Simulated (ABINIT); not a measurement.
# WSe4 in ABINIT: relaxation of the atoms with PBE+D3(BJ)

Aim: the relaxation of the atoms of WSe4 with PBE+D3(BJ).

Program: ABINIT 10.8.3 (patched build). These are calculated values, not measurements. Logs are shortened: lines on timing, memory, paths and dates and some standing lists are left out, and cuts for length are marked. The log counts tension as positive stress, the text compression.

### Step 1. Starting point

The cell holds a slab with vacuum, 5 atoms: a = 3.318 Å, b = 3.318 Å, c = 44.992 Å, α = 90.00°, β = 90.00°, γ = 120.00°.

### Step 2. Relaxation of the atoms, PBE+D3(BJ)

run.abi reads:

```
# Pseudopotentials
pp_dirpath "./"
pseudos "Se.GGA_PBE-JTH.xml, W.GGA_PBE-JTH.xml"

# Structure
acell 3*1.0
rprim
     6.2699933495     0.0000000000     0.0000000000
    -3.1349966747     5.4299735223     0.0000000000
     0.0000000000     0.0000000000    85.0221207367
ntypat 2
znucl 34 74
natom 5
typat 1 1 2 1 1
xred
     0.3333333300     0.6666666600     0.1666971585
     0.3333333300     0.6666666600     0.4630541739
     0.0000000000     0.0000000000     0.5000000000
     0.3333333300     0.6666666600     0.5369458261
     0.3333333300     0.6666666600     0.8333028415
chkprim 0
chksymtnons 0
tolsym 1.0e-6

# Plane-wave basis
ecut 435.382180 eV
pawecutdg 32.0
pawxcdev 0
pawovlp -1

# k points
kptopt 1
ngkpt 9 9 1
nshiftk 1
shiftk 0.0 0.0 0.0

# Exchange and correlation
ixc 11
vdw_xc 7

# Bands and occupations
nband 23
occopt 3
tsmear 0.00183747

# SCF cycle
nstep 120
tolvrs 1.0e-9

# Output
iomode 3
prtwf 0
prtden 0
prteig 0
prtebands 0
enunit 1

# Relaxation
ionmov 22
ntime 60
tolmxf 0.0005
```

Potentials or basis: JTH PAW PBE v2.0.

On the command line:

```bash
> mpirun --bind-to none -np 4 abinit run.abi > log 2>&1
```

run.abo:

```text
.Version 10.8.3 of ABINIT
 Symmetries : space group P-6 m 2 (#187); Bravais hP (primitive hexag.)
================================================================================
 Values of the parameters that define the memory need of the present run
     intxc =       0    ionmov =      22      iscf =      17    lmnmax =      18
     lnmax =       6     mgfft =     320  mpssoang =       3    mqgrid =   21651
     natom =       5  nloc_mem =       2    nspden =       1   nspinor =       1
    nsppol =       1      nsym =      12    n1xccc =       1    ntypat =       2
    occopt =       3   xclevel =       2
       mpw =        8907          nfft =      184320          nkpt =          12
Pmy_natom=         2
 PAW method is used; the additional fine FFT grid is defined by:
   mgfftf=       450    nfftf =    460800
================================================================================
================================================================================

--------------------------------------------------------------------------------
------------- Echo of variables that govern the present computation ------------
--------------------------------------------------------------------------------
 -outvars: echo values of preprocessed input variables --------
            acell      1.0000000000E+00  1.0000000000E+00  1.0000000000E+00 Bohr
              amu      7.89600000E+01  1.83850000E+02
          chkprim           0
      chksymtnons           0
             ecut      1.60000000E+01 Hartree
           enunit           1
           ionmov          22
              ixc          11
         kptrlatt        9    0    0      0    9    0      0    0    1
          kptrlen      5.64299401E+01
            natom           5
            nband          23
            ngfft          24      24     320
          ngfftdg          32      32     450
             nkpt          12
            nstep         120
             nsym          12
            ntime          60
           ntypat           2
           occopt           3
        pawecutdg      3.20000000E+01 Hartree
          pawovlp     -1.0000000000E+00
         pawxcdev           0
           prtden           0
        prtebands           0
           prteig           0
            prtwf           0
            rprim      6.2699933495E+00  0.0000000000E+00  0.0000000000E+00
                      -3.1349966747E+00  5.4299735223E+00  0.0000000000E+00
                       0.0000000000E+00  0.0000000000E+00  8.5022120737E+01
          spgroup         187
           tolmxf      5.00000000E-04
           tolsym      1.00000000E-06
           tolvrs      1.00000000E-09
           tsmear      1.83747000E-03 Hartree
            typat      1  1  2  1  1
           useylm           1
           vdw_xc           7
           xangst      1.7639258751E-11  1.9156121612E+00  7.4999999958E+00
                       1.7639258751E-11  1.9156121612E+00  2.0833626281E+01
                       0.0000000000E+00  0.0000000000E+00  2.2495884343E+01
                       1.7639258751E-11  1.9156121612E+00  2.4158142405E+01
                       1.7639258751E-11  1.9156121612E+00  3.7491768690E+01
            xcart      3.3333368103E-11  3.6199823482E+00  1.4172945936E+01
                       3.3333368103E-11  3.6199823482E+00  3.9369847881E+01
                       0.0000000000E+00  0.0000000000E+00  4.2511060368E+01
                       3.3333368103E-11  3.6199823482E+00  4.5652272856E+01
                       3.3333368103E-11  3.6199823482E+00  7.0849174800E+01
             xred      3.3333333333E-01  6.6666666667E-01  1.6669715850E-01
                       3.3333333333E-01  6.6666666667E-01  4.6305417390E-01
                       0.0000000000E+00  0.0000000000E+00  5.0000000000E-01
                       3.3333333333E-01  6.6666666667E-01  5.3694582610E-01
                       3.3333333333E-01  6.6666666667E-01  8.3330284150E-01
            znucl       34.00000   74.00000

================================================================================

 chkinp: Checking input parameters for consistency.

================================================================================
== DATASET  1 ==================================================================

--- !DatasetInfo
iteration_state: {dtset: 1, }
dimensions: {natom: 5, nkpt: 12, mband: 23, nsppol: 1, nspinor: 1, nspden: 1, mpw: 8907, }
cutoff_energies: {ecut:  16.0, pawecutdg:  32.0, }
electrons: {nelect:   3.80000000E+01, charge:   0.00000000E+00, occopt:   3.00000000E+00, tsmear:   1.83747000E-03, }
meta: {optdriver: 0, ionmov: 22, optcell: 0, iscf: 17, paral_kgb: 0, }
...

 Exchange-correlation functional for the present dataset will be:
  GGA: Perdew-Burke-Ernzerhof functional - ixc=11
  J.P.Perdew, K.Burke, M.Ernzerhof, PRL 77, 3865 (1996)

 Real(R)+Recip(G) space primitive vectors, cartesian coordinates (Bohr,Bohr^-1):
 R(1)=  6.2699933  0.0000000  0.0000000  G(1)=  0.1594898  0.0920815  0.0000000
 R(2)= -3.1349967  5.4299735  0.0000000  G(2)=  0.0000000  0.1841630  0.0000000
 R(3)=  0.0000000  0.0000000 85.0221207  G(3)=  0.0000000  0.0000000  0.0117616
 Unit cell volume ucvol=  2.8946544E+03 bohr^3
 Angles (23,13,12)=  9.00000000E+01  9.00000000E+01  1.20000000E+02 degrees

 Coarse grid specifications (used for wave-functions):

 getcut: wavevector=  0.0000  0.0000  0.0000  ngfft=  24  24 320
         ecut(hartree)=     16.000   => boxcut(ratio)=   2.09022

 Fine grid specifications (used for densities):

 getcut: wavevector=  0.0000  0.0000  0.0000  ngfft=  32  32 450
[... 386 lines left out ...]
 -3.48927681715548E-29  1.38847944541288E-28  5.52363584183541E-05
 -3.42217533990249E-29 -5.95062619458135E-29 -8.14017489827374E-05
 -3.42217533990249E-29 -6.54568881407100E-28 -0.00000000000000E+00
  1.37558028368630E-28  4.36379254270343E-28  8.14017489827374E-05
 -3.42217533990249E-29  1.38847944541282E-28 -5.52363584183541E-05
 Gradient of E wrt nuclear positions in reduced coordinates (gred)
  2.18777424381294E-28 -8.63329374673875E-28 -4.69631233450094E-03
  2.14570166220115E-28  2.15832343668469E-28  6.92094933018885E-03
  2.14570166220115E-28  3.44700661145373E-27  0.00000000000000E+00
 -8.62487923041640E-28 -1.93828383485504E-27 -6.92094933018885E-03
  2.14570166220115E-28 -8.61225745593286E-28  4.69631233450094E-03
 Total energy (etotal) [Ha]= -1.07356920835475E+02

 Difference of energy with previous step (new-old):
           Absolute (Ha)=-7.47445E-05
           Relative     =-6.96225E-07

 At Broyd/MD step   3, gradients are converged :
  max grad (force/stress) = 8.1402E-05 < tolmxf= 5.0000E-04 ha/bohr (free atoms)

================================================================================

 ----iterations are completed or convergence reached----

 Mean square residual over all n,k,spin=   10.759E-12; max=  25.681E-10
 reduced coordinates (array xred) for    5 atoms
       0.333333333333      0.666666666667      0.166704660831
       0.333333333333      0.666666666667      0.462765283235
       0.000000000000     -0.000000000000      0.500000000000
       0.333333333333      0.666666666667      0.537234716765
       0.333333333333      0.666666666667      0.833295339169
 rms dE/dt=  3.0541E-03; max dE/dt=  6.9209E-03; dE/dt below (all hartree)
    1       0.000000000000     -0.000000000000     -0.004696312335
    2       0.000000000000      0.000000000000      0.006920949330
    3       0.000000000000      0.000000000000      0.000000000000
    4      -0.000000000000     -0.000000000000     -0.006920949330
    5       0.000000000000      0.000000000000      0.004696312335

 cartesian coordinates (angstrom) at end:
    1      0.00000000001764     1.91561216123899     7.50033753896538
    2      0.00000000001764     1.91561216123899    20.82062857920197
    3      0.00000000000000    -0.00000000000000    22.49588434299105
    4      0.00000000001764     1.91561216123899    24.17114010678012
    5      0.00000000001764     1.91561216123899    37.49143114701671

 cartesian forces (hartree/bohr) at end:
    1     -0.00000000000000     0.00000000000000     0.00005523635842
    2     -0.00000000000000    -0.00000000000000    -0.00008140174898
    3     -0.00000000000000    -0.00000000000000    -0.00000000000000
    4      0.00000000000000     0.00000000000000     0.00008140174898
    5     -0.00000000000000     0.00000000000000    -0.00005523635842
 frms,max,avg= 3.5920839E-05 8.1401749E-05   0.000E+00  0.000E+00  0.000E+00 h/b

 cartesian forces (eV/Angstrom) at end:
    1     -0.00000000000000     0.00000000000000     0.00284036775166
    2     -0.00000000000000    -0.00000000000000    -0.00418584623172
    3     -0.00000000000000    -0.00000000000000    -0.00000000000000
    4      0.00000000000000     0.00000000000000     0.00418584623172
    5     -0.00000000000000     0.00000000000000    -0.00284036775166
 frms,max,avg= 1.8471238E-03 4.1858462E-03   0.000E+00  0.000E+00  0.000E+00 e/A
 length scales=  1.000000000000  1.000000000000  1.000000000000 bohr
              =  0.529177210544  0.529177210544  0.529177210544 angstroms
 Fermi (or HOMO) energy (eV) =  -4.00561   Average Vxc (eV)=  -3.65587
 Eigenvalues (   eV  ) for nkpt=  12  k points:
 kpt#   1, nband= 23, wtk=  0.01235, kpt=  0.0000  0.0000  0.0000 (reduced coord)
 -78.17182  -42.37860  -42.28336  -42.28336  -18.77149  -17.52563  -16.72423  -16.72423
 -10.20085   -6.41251   -6.41251   -6.18781   -5.69565   -5.69565   -5.29492   -5.29492
  -4.35814   -1.94930   -1.94930   -1.94930   -1.94930   -1.14435   -1.14435
 prteigrs : prtvol=0 or 1, do not print more k-points.

--- !EnergyTerms
iteration_state     : {dtset: 1, itime: 3, icycle: 1, }
comment             : Components of total free energy in Hartree
kinetic             :  2.01084636375272E+01
hartree             :  5.18717492012251E+02
xc                  : -3.27315079232254E+01
Ewald energy        :  4.28311175079794E+02
psp_core            :  2.25600016816556E+00
local_psp           : -1.06111469425533E+03
PAW spherical_terms :  1.71438400928466E+01
VdWaals_dft_d       : -4.57106401871794E-02
internal            : -1.07354941828156E+02
'-kT*entropy'       : -1.98206309585575E-03
total_energy        : -1.07356923891252E+02
total_energy_eV     : -2.92133072218524E+03
...

--- !EnergyTermsDC
iteration_state     : {dtset: 1, itime: 3, icycle: 1, }
comment             : '"Double-counting" decomposition of free energy'
band_energy         : -2.51447176601952E+01
Ewald energy        :  4.28311175079794E+02
psp_core            :  2.25600016816556E+00
xc_dc               : -5.33140148078534E+02
PAW spherical_terms :  2.04084623585780E+01
VdWaals_dft_d       : -4.57106401871794E-02
internal            : -1.07354938772379E+02
'-kT*entropy'       : -1.98206309585575E-03
total_energy_dc     : -1.07356920835475E+02
total_energy_dc_eV  : -2.92133063903331E+03
...

--- !EnergyTermsWithPAWCore
iteration_state     : {dtset: 1, itime: 3, icycle: 1, }
comment             : 'Components of total free energy, including PAW core contributions'
Total energy        : -2.58633108927870E+04
Total energy DC     : -2.58633108897312E+04
Total energy (eV)   : -7.03776542303515E+05
Total energy DC (eV): -7.03776542220363E+05
...

 rms coord change=  1.0552E-04   atom, delta coord (reduced):
     1        0.000000000000      0.000000000000      0.000007502331
     2        0.000000000000      0.000000000000     -0.000288890665
     3        0.000000000000     -0.000000000000      0.000000000000
     4        0.000000000000      0.000000000000      0.000288890665
     5        0.000000000000      0.000000000000     -0.000007502331

 Cartesian components of stress tensor (hartree/bohr^3)
  sigma(1 1)=  9.18293641E-05  sigma(3 2)=  0.00000000E+00
  sigma(2 2)=  9.18293641E-05  sigma(3 1)=  0.00000000E+00
  sigma(3 3)=  1.96555527E-06  sigma(2 1)= -8.02233528E-15

-Cartesian components of stress tensor (GPa)         [Pressure= -1.8204E+00 GPa]
- sigma(1 1)=  2.70171317E+00  sigma(3 2)=  0.00000000E+00
- sigma(2 2)=  2.70171317E+00  sigma(3 1)=  0.00000000E+00
- sigma(3 3)=  5.78286326E-02  sigma(2 1)= -2.36025253E-10

== END DATASET(S) ==============================================================
================================================================================

 -outvars: echo values of variables after computation  --------
            acell      1.0000000000E+00  1.0000000000E+00  1.0000000000E+00 Bohr
           etotal     -1.0735692084E+02
            fcart     -3.4892768172E-29  1.3884794454E-28  5.5236358418E-05
                      -3.4221753399E-29 -5.9506261946E-29 -8.1401748983E-05
                      -3.4221753399E-29 -6.5456888141E-28 -0.0000000000E+00
                       1.3755802837E-28  4.3637925427E-28  8.1401748983E-05
                      -3.4221753399E-29  1.3884794454E-28 -5.5236358418E-05
            rprim      6.2699933495E+00  0.0000000000E+00  0.0000000000E+00
                      -3.1349966747E+00  5.4299735223E+00  0.0000000000E+00
                       0.0000000000E+00  0.0000000000E+00  8.5022120737E+01
           strten      9.1829364082E-05  9.1829364058E-05  1.9655552711E-06
                       0.0000000000E+00  0.0000000000E+00 -8.0223352823E-15
           xangst      1.7639258751E-11  1.9156121612E+00  7.5003375390E+00
                       1.7639258751E-11  1.9156121612E+00  2.0820628579E+01
                       4.5051138810E-28 -4.4088180301E-28  2.2495884343E+01
                       1.7639258751E-11  1.9156121612E+00  2.4171140107E+01
                       1.7639258751E-11  1.9156121612E+00  3.7491431147E+01
             xred      3.3333333333E-01  6.6666666667E-01  1.6670466083E-01
                       3.3333333333E-01  6.6666666667E-01  4.6276528323E-01
                       5.9063244892E-29 -1.5343460850E-28  5.0000000000E-01
                       3.3333333333E-01  6.6666666667E-01  5.3723471677E-01
                       3.3333333333E-01  6.6666666667E-01  8.3329533917E-01
 Calculation completed.
```

Wall time 4.1 min (4 MPI ranks of Arm Neoverse V1, shared host); peak memory 0.96 GiB.

What came out:

```
Free energy                                           : -2921.3306 eV
Energy gained by relaxing                             : 0.6 meV/atom
Ionic steps                                           : 3
Largest force after relaxing                          : 0.004 eV/Å
Band gap on the k mesh                                : none (metal or under the smearing width)
Valence electrons inside the program's atomic spheres : Se 3.62, 4.01; W 11.64
```

Forces in eV/Å, atoms in the order of the input:
```
Se   0.000  0.000  0.003
Se   0.000  0.000 -0.004
W    0.000  0.000  0.000
Se   0.000  0.000  0.004
Se   0.000  0.000 -0.003
```

The path:
```csv
step,energy change (eV),largest force (eV/Å),pressure (GPa)
1,0.0000,0.2301,-1.65
2,-0.0010,0.1882,-1.69
3,-0.0030,0.0042,-1.82
```

Final structure:
```xyz
5
Lattice="3.3179 0.0000 0.0000 -1.6590 2.8734 0.0000 0.0000 0.0000 44.9918" Properties=species:S:1:pos:R:3 pbc="T T T"
Se    0.0000    1.9156    7.5003
Se    0.0000    1.9156   20.8206
W     0.0000    0.0000   22.4959
Se    0.0000    1.9156   24.1711
Se    0.0000    1.9156   37.4914
```
